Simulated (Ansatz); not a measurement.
# InP: the cost of one run

Method: DFT r2SCAN, scalar-relativistic, plane waves, PAW, in Ansatz 0.2.0.

The COD entry's cell or inner coordinates are ideal or old and differ from later refinements, so a difference from it is no clean test against experiment.

## 1. Starting point

The structure is cubic, space group F-43m (No. 216). Conventional cell: a = 5.861 Å, b = 5.861 Å, c = 5.861 Å, α = 90.00°, β = 90.00°, γ = 90.00°. Around In (site symmetry -43m) lie 4 P at 2.54 Å. P (site symmetry -43m) is surrounded by 4 In at 2.54 Å.

Structure file:

```cif
data_structure
_symmetry_space_group_name_H-M 'P 1'
_symmetry_Int_Tables_number 1
_cell_length_a 4.1444
_cell_length_b 4.1444
_cell_length_c 4.1444
_cell_angle_alpha 60.000
_cell_angle_beta 60.000
_cell_angle_gamma 60.000
_cell_volume 50.33
loop_
_atom_site_label
_atom_site_type_symbol
_atom_site_fract_x
_atom_site_fract_y
_atom_site_fract_z
_atom_site_occupancy
In1 In 0.00000 0.00000 0.00000 1
P1 P 0.75000 0.75000 0.75000 1
```

The cell is taken as given, not relaxed at this level.

## 2. Zero of energy

The reference gives a free energy of -6371.7332 eV, pressure 1.69 GPa, largest force 0.000 eV/Å and gap on the mesh 1.16 eV. It was computed beforehand with the settings of the runs below.

## 3. Setting up a tetragonal deformation path

At fixed volume and fractional coordinates, lengths along (0.000, 0.000, 1.000) are scaled against those across it; ρ is that ratio over its starting value.

## 4. ρ = 0.707

Input file input.yaml:

```yaml
crystal:
  lattice:
    - [0.0, 3.289540627, 2.3257052233]
    - [3.289540627, 0.0, 2.3257052233]
    - [3.289540627, 3.289540627, 0.0]
  atoms:
    - { symbol: In, position: [0.0, 0.0, 0.0] }
    - { symbol: P, position: [0.75, 0.75, 0.75] }
basis:
  ecutwfc: 500
kpoints:
  mp_grid: { grid: [10, 10, 10] }
hamiltonian:
  xc: r2scan
scf:
  occupations: { method: gaussian, width: 0.05 }
output:
  forces: true
  stress: true
  eigenvalues: true
  write_density: true
  write_potential: true
  elf: true
  volumetric_format: npy
```

Run with:

```console
ansatz run input.yaml --threads 1 --pin off --max-ram 2560MiB --backend cpu --events-out ev --progress --plain --runs-dir out
```

Q: Estimate wall time and peak memory on 1 thread of Arm Neoverse V2, shared host.

About 16 s, with a peak of 0.52 GiB.
